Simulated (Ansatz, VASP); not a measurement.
**C: VASP beside Ansatz**

```xyz
4
Lattice="2.4465 0.0000 0.0000 -1.2233 2.1187 0.0000 0.0000 0.0000 7.2109" Properties=species:S:1:pos:R:3 pbc="T T T"
C     0.0000    0.0000    0.0180
C     0.0000    0.0000    3.6235
C     0.0000    1.4125    0.0180
C     1.2233    0.7062    3.6235
```

Change from the starting cell: volume scaled by 0.985, atoms relaxed by PAW.

Alike in both runs: functional PBEsol; k mesh 10 × 10 × 4; no spin polarisation.

Ansatz relaxed the structure, and its values are those at the end. VASP's run is a single point on that final structure, the one shown.

```csv
,VASP,Ansatz
version,VASP 6.6.1,Ansatz 0.2.0
potentials or method,"VASP PAW PBE potentials, release 64 (C)","PAW with Ansatz's default frozen-core files, scalar-relativistic"
plane-wave cutoff (eV),520,420
occupations,"gaussian, width 0.01 eV",fixed
valence electrons in the cell,16,16
```

Ansatz gave:

| Quantity | Value |
| --- | --- |
| pressure (GPa) | 4.0 |

Which values does VASP return?

Pressure (GPa): 4.7.

Ansatz warned: «stress_scf_threshold_loose».

Caveats: the PAW data sets were made with another functional, which shifts forces and pressure a little (VASP); this functional lacks dispersion, which binds the layers, so the pressure and a relaxed spacing across them are unreliable.
